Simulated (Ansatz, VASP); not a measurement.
**Al: VASP beside Ansatz**

File INCAR:

```
ALGO     = Fast           # electronic algorithm
EDIFF    = 1E-6           # SCF threshold, eV
ENCUT    = 520            # plane-wave cutoff, eV
GGA      = PE             # functional
ISIF     = 2              # what is computed and relaxed
ISMEAR   = 0              # smearing method
LASPH    = T              # aspherical terms in the spheres
LCHARG   = T              # write CHGCAR
LELF     = T              # ELF
LREAL    = F              # projectors in reciprocal space
LVHAR    = T            
LWAVE    = F              # write WAVECAR
NBANDS   = 22             # bands
NELM     = 100            # most SCF steps
PREC     = Accurate       # precision mode
SIGMA    = 0.1            # smearing width, eV
```

KPOINTS

```
k-points
0
Gamma
  6 6 6
```

POSCAR

```
Al
1.0
    5.1336248043      0.0000000000      0.0000000000
    0.0000000000      5.1336248043      0.0000000000
    0.0000000000      0.0000000000      5.1336248043
Al
8
Direct
    0.5000000000      0.5000000000      0.5000000000
    0.0000000000      0.0000000000      0.0000000000
    0.2500000000      1.0000000000      0.5000000000
    0.5000000000      0.2500000000      0.0000000000
    0.5000000000      0.7500000000      0.0000000000
    0.7500000000      0.0000000000      0.5000000000
    0.0000000000      0.5000000000      0.7500000000
    0.0000000000      0.5000000000      0.2500000000
```

Input for Ansatz:

```yaml
crystal:
  lattice:
    - [5.1336248043, 0.0, 0.0]
    - [0.0, 5.1336248043, 0.0]
    - [0.0, 0.0, 5.1336248043]
  atoms:
    - { symbol: Al, position: [0.5, 0.5, 0.5] }
    - { symbol: Al, position: [0.0, 0.0, 0.0] }
    - { symbol: Al, position: [0.25, 1.0, 0.5] }
    - { symbol: Al, position: [0.5, 0.25, 0.0] }
    - { symbol: Al, position: [0.5, 0.75, 0.0] }
    - { symbol: Al, position: [0.75, 0.0, 0.5] }
    - { symbol: Al, position: [0.0, 0.5, 0.75] }
    - { symbol: Al, position: [0.0, 0.5, 0.25] }
basis:
  ecutwfc: 420
kpoints:
  mp_grid: { grid: [6, 6, 6] }
hamiltonian:
  xc: pbe
scf:
  occupations: { method: gaussian, width: 0.1 }
output:
  forces: true
  stress: true
  eigenvalues: true
```

Alike in both runs: task single point; functional PBE; k mesh 6 × 6 × 6; occupations gaussian, width 0.1 eV; no spin polarisation.

|  | VASP | Ansatz |
| --- | --- | --- |
| version | VASP 6.6.1 | Ansatz 0.2.0 |
| potentials or method | VASP PAW PBE potentials, release 64 (Al) | scalar-relativistic, plane waves, PAW |
| plane-wave cutoff (eV) | 520 | 420 |
| valence electrons in the cell | 24 | 24 |

Ansatz gave:

- gap on the k mesh at the Fermi level (eV): none
- pressure (GPa): 0.2

Question: Which values does VASP return?

Answer: gap on the k mesh at the Fermi level (eV): none; pressure (GPa): 0.1.

A gap of «none» marks a metal or a gap that the smearing closes. With one functional, cell and mesh, what is left measures potentials, basis and numerics.
